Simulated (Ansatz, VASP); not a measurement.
Fe: VASP beside Ansatz

```xyz
1
Lattice="0.0000 1.7413 1.7413 1.7413 0.0000 1.7413 1.7413 1.7413 0.0000" Properties=species:S:1:pos:R:3 pbc="T T T"
Fe    0.0000    0.0000    0.0000
```

This isn't the form of Fe at room conditions, which is bcc.

Alike in both runs: task single point; functional PBE; k mesh 18 × 18 × 18; occupations fermi-dirac, width 0.05 eV; collinear spin.

|  | VASP | Ansatz |
| --- | --- | --- |
| version | VASP 6.6.1 | Ansatz 0.2.0 |
| potentials or method | VASP PAW PBE potentials, release 64 (Fe), cutoff 520 eV | all-electron LAPW, scalar-relativistic |

Ansatz gave:

| Property | Result |
| --- | --- |
| pressure (GPa) | 0.2 |
| net moment per atom (μB) | 1.03 |
| size of the moment on the site where the two differ most (μB) | 1.05 |

**Question.** Which values does VASP return?

**Answer.** Pressure (GPa): -0.1; net moment per atom (μB): 1.05; size of the moment on the site where the two differ most (μB): 1.03.

Site moments also hang on the region over which each program counts them. Ansatz ran all-electron here, so the differences hold the error of VASP's frozen core and of both bases.
